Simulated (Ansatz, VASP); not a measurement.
# ZnS: VASP beside Ansatz

```
Zn S
1.0
     0.00000    2.72256    2.72256
     2.72256    0.00000    2.72256
     2.72256    2.72256    0.00000
Zn S
1 1
Direct
  0.00000 0.00000 0.00000
  0.75000 0.75000 0.75000
```

Change from the starting cell: volume scaled by 1.02.

Alike in both runs: task single point; functional PBE; k mesh 9 × 9 × 9; occupations fermi-dirac, width 0.01 eV; no spin polarisation.

|  | VASP | Ansatz |
| --- | --- | --- |
| version | VASP 6.6.1 | Ansatz 0.2.0 |
| potentials or method | VASP PAW PBE potentials, release 64 (Zn, S), cutoff 520 eV | all-electron LAPW, scalar-relativistic |

VASP gave:

- gap on the k mesh at the Fermi level (eV): 2.01
- pressure (GPa): 0.1

**Question.** What did Ansatz give for the same quantities?

**Answer.** gap on the k mesh at the Fermi level (eV): 2.01; pressure (GPa): 0.0.

Ansatz ran all-electron here, so the differences hold the error of VASP's frozen core and of both bases.
